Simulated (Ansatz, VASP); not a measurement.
One calculation of Cu, two programs

```
CELL_PARAMETERS angstrom
0.00000 2.61550 2.61550
2.61550 0.00000 2.61550
2.61550 2.61550 0.00000
ATOMIC_POSITIONS crystal
Cu 0.00000 0.00000 0.00000
Cu 0.25000 0.25000 0.25000
```

Alike in both runs: functional PBEsol; k mesh 18 × 18 × 18; occupations gaussian, width 0.1 eV; no spin polarisation.

Ansatz relaxed the structure, and its values are those at the end. VASP's run is a single point on that final structure, the one shown.

|  | VASP | Ansatz |
| --- | --- | --- |
| version | VASP 6.6.1 | Ansatz 0.2.0 |
| potentials or method | VASP PAW PBE potentials, release 64 (Cu) | scalar-relativistic, plane waves, PAW |
| plane-wave cutoff (eV) | 520 | 420 |
| valence electrons in the cell | 22 | 38 |

|  | VASP | Ansatz | Ansatz less VASP |
| --- | --- | --- | --- |
| gap on the k mesh at the Fermi level (eV) | none | none | - |
| pressure (GPa) | 0.0 | 0.0 | -0.04 |

A gap of «none» marks a metal or a gap that the smearing closes. The functional is the same, so the differences come from potentials, cutoffs and numerics. The two sets of potentials don't hold the same shells in valence.

Caveats: the PAW data sets were made with another functional, which shifts forces and pressure a little (VASP).
